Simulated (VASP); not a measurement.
# InP: from the relaxed cell to its vibrations, part 2 of 2

What lattice, stiffness and vibrations does InP have at one level of theory? The starting structure is a measured crystal structure from the Crystallography Open Database. All runs use LDA.

VASP 6.6.1.

So far. Step 3 (Elastic constants): The elastic tensor has C11 = 100.6, C12 = 56.8, C44 = 45.6 GPa; its Hill averages are a bulk modulus of 71.4 and a shear modulus of 34.0 GPa. Step 4 (Modes of the relaxed cell): The zone-centre modes at 24.736 Å³ an atom are T2 303.0 cm⁻¹.

## Step 5: Modes at 0.97 of that volume (continued)

Level of this step: LDA; plane waves and PAW (In_d, P) (VASP).

Parts of OUTCAR (step 5):

```text
  Total        0.7039097      0.7039097      0.7039097      0.0000000      0.0000000     -0.0000000
  in kB       23.5014673     23.5014673     23.5014673      0.0000000      0.0000000     -0.0000000
  external PRESSURE =      23.5014673 kB  Pullay stress =       0.0000000 kB

 POSITION                                       TOTAL-FORCE (eV/Angst)
 -----------------------------------------------------------------------------------
      0.00000      0.00000      0.00000         0.000000      0.000000      0.000000
      4.32639      4.32639      4.32639        -0.000000     -0.000000     -0.000000
 -----------------------------------------------------------------------------------
    total drift:                                0.000000      0.000000      0.000000

 MACROSCOPIC STATIC DIELECTRIC TENSOR (including local field effects in DFT)
 ------------------------------------------------------
          10.896748     0.000000    -0.000000
          -0.000000    10.896748     0.000000
          -0.000000    -0.000000    10.896748
 ------------------------------------------------------

 MACROSCOPIC STATIC DIELECTRIC TENSOR IONIC CONTRIBUTION
 ------------------------------------------------------
           2.488727    -0.000000    -0.000000
          -0.000000     2.488727     0.000000
          -0.000000     0.000000     2.488727
 ------------------------------------------------------

[... 1 part as in an earlier step ...]

[... 1 further part left out ...]
```

The zone-centre modes at 23.994 Å³ an atom are T2 315.2 cm⁻¹.

## Step 6: Modes at 1.03 of that volume

Shape and positions were first relaxed at this volume, in a run that isn't shown.

INCAR reads:

```
SYSTEM = InP
PREC = Accurate
ENCUT = 500
EDIFF = 1E-08
NELM = 100
ISMEAR = 0
SIGMA = 0.03
LREAL = .FALSE.
ALGO = Normal
GGA = CA
NBANDS = 15
LORBIT = 11
LWAVE = .FALSE.
LCHARG = .FALSE.
KPAR = 4
IBRION = 8
LEPSILON = .TRUE.
LPEAD = .TRUE.
ISIF = 2
```

POSCAR reads:

```
InP
1.0
    0.0000000000      2.9425420642      2.9425420642
    2.9425420642      0.0000000000      2.9425420642
    2.9425420642      2.9425420642      0.0000000000
In P
1 1
Direct
    0.0000000000      0.0000000000      0.0000000000
    0.7500000000      0.7500000000      0.7500000000
```

KPOINTS reads:

```
Automatic mesh
0
Gamma
12 12 12
0 0 0
```

The projector-augmented-wave data sets are In_d and P (LDA family, release 64).

Command:

```
$ mpirun -np 4 vasp_std
```

The log of the run:

```text
[... set-up lines as in an earlier step ...]
 entering main loop
       N       E                     dE             d eps       ncg     rms          rms(c)
DAV:   1     0.110648405275E+03    0.11065E+03   -0.83021E+03  2167   0.131E+03
DAV:   2    -0.233086412752E+01   -0.11298E+03   -0.10828E+03  2356   0.305E+02
DAV:   3    -0.987789749265E+01   -0.75470E+01   -0.75047E+01  2776   0.795E+01
DAV:   4    -0.100846946521E+02   -0.20680E+00   -0.20671E+00  2785   0.143E+01
[...]
DAV:  13    -0.966580420930E+01    0.32955E-07   -0.30172E-07  2727   0.342E-03    0.101E-02
DAV:  14    -0.966580418302E+01    0.26281E-07   -0.46527E-08  2818   0.308E-03    0.261E-03
DAV:  15    -0.966580417582E+01    0.72037E-08   -0.26215E-08  2538   0.145E-03
   1 F= -.96658042E+01 E0= -.96658042E+01  d E =-.192843E-13
 Linear response reoptimize wavefunctions to high precision
DAV:   1    -0.966580417582E+01    0.31832E-11   -0.86674E-10  2001   0.205E-04
 Linear response to external field (no local field effect), progress :
  Direction:   1
[...]
RMM:  15    -0.237032630083E+00    0.36032E-08   -0.89623E-08 17634   0.890E-05    0.183E-05
 first order change of Fermi-energy   0.12207E-04
 force on displaced ion       1 direction 1 :  -7.641   0.000   0.000
 Born effective charge ion    1 direction 1 :   2.515   0.000   0.000
 Linear response progress:
  Degree of freedom:   2/  2
       N       E                     dE             d eps       ncg     rms          rms(c)
RMM:   1    -0.501946681286E-01   -0.50195E-01    0.34424E-02 17766   0.179E+00
RMM:   2    -0.482120729187E-01    0.19826E-02   -0.44867E-04 13751   0.635E-01    0.148E-01
RMM:   3    -0.487480568513E-01   -0.53598E-03   -0.15340E-03 15578   0.271E-01    0.567E-02
RMM:   4    -0.489807939203E-01   -0.23274E-03   -0.19617E-04 15802   0.103E-01    0.175E-02
[...]
RMM:  14    -0.490037807506E-01    0.18646E-07    0.56623E-09 14852   0.360E-05    0.386E-06
RMM:  15    -0.490038064359E-01   -0.25685E-07    0.74378E-09 11153   0.325E-05    0.217E-06
RMM:  16    -0.490038126585E-01   -0.62226E-08    0.92938E-09  9733   0.314E-05    0.619E-07
 first order change of Fermi-energy   0.87983E-04
 force on displaced ion       2 direction 1 :  -7.622   0.000   0.000
 Born effective charge ion    2 direction 1 :  -2.516   0.000   0.000
 Born effective charges drift removed
 Linear response finished
```

It took 12 min on 4 MPI ranks of AMD EPYC 7571, shared host; peak memory 2.7 GiB.

Parts of OUTCAR (step 6):

```text
  Total       -0.6208963     -0.6208963     -0.6208963     -0.0000000      0.0000000     -0.0000000
  in kB      -19.5223293    -19.5223293    -19.5223293     -0.0000000      0.0000000     -0.0000000
  external PRESSURE =     -19.5223293 kB  Pullay stress =       0.0000000 kB

 POSITION                                       TOTAL-FORCE (eV/Angst)
 -----------------------------------------------------------------------------------
      0.00000      0.00000      0.00000         0.000000      0.000000      0.000000
      4.41381      4.41381      4.41381        -0.000000     -0.000000     -0.000000
 -----------------------------------------------------------------------------------
    total drift:                               -0.000000     -0.000000      0.000000

 MACROSCOPIC STATIC DIELECTRIC TENSOR (including local field effects in DFT)
 ------------------------------------------------------
          11.946186    -0.000000     0.000000
          -0.000000    11.946186     0.000000
          -0.000000    -0.000000    11.946186
 ------------------------------------------------------

 MACROSCOPIC STATIC DIELECTRIC TENSOR IONIC CONTRIBUTION
 ------------------------------------------------------
           2.950835     0.000000    -0.000000
           0.000000     2.950835     0.000000
          -0.000000     0.000000     2.950835
 ------------------------------------------------------

[... 1 part as in an earlier step ...]

[... 1 further part left out ...]
```

The zone-centre modes at 25.478 Å³ an atom are T2 291.6 cm⁻¹.

## Step 7: The runs compared

| run | volume (Å³/atom) | T2 | core minutes |
| --- | --- | --- | --- |
| relaxation | 24.736 | - | 0.453 |
| elastic constants | 24.736 | - | 66.0 |
| modes of the relaxed cell | 24.736 | 303.0 | 71.7 |
| modes at 0.97 of that volume | 23.994 | 315.2 | 61.2 |
| modes at 1.03 of that volume | 25.478 | 291.6 | 49.2 |

Modes are in cm⁻¹, degenerate ones as one, matched by symmetry and order. A number in brackets counts the listed modes of one symmetry from the lowest. The symmetry labels come from an automatic analysis and can be wrong where levels nearly coincide. Core minutes are wall time times ranks of the run shown, on a shared host.

## Step 8: Summary of results

```
relaxed volume                : 24.74 Å³/atom
bulk modulus from two volumes : 71.6 GPa
Hill shear modulus            : 34.0 GPa
mode T2                       : 303.0 cm⁻¹
Grüneisen parameter of T2     : 1.30
```

In words: At the LDA level InP relaxes to 24.74 Å³ an atom. The bulk modulus is 71.6 GPa from the pressures at two volumes and 71.4 GPa as the Hill average of the elastic tensor, so the two routes agree. The mode Grüneisen parameters, from the cells at 0.97 and 1.03 of the volume, come to 1.30 (T2). The dielectric constants and Born charges in the logs aren't compared here; at a small gap they can be far off, and in a run without a gap they mean nothing. The frequencies are harmonic, and the splitting of polar modes by their long-range field is left out. All values are for a static lattice. Further runs on this material are not shown.

[Lines on the potential files, build, host, timing and source positions are cut from VASP's logs without a mark.]

[Logs are printed without paths, hosts, clocks, repeated set-up lines and the standing remarks that a program may print on its own settings, such as how far it seeks lower states.]

[Hosts, paths, dates, database ids (printed as entryN), source tags and the programs' standing remarks are cut or masked in the printed files.]
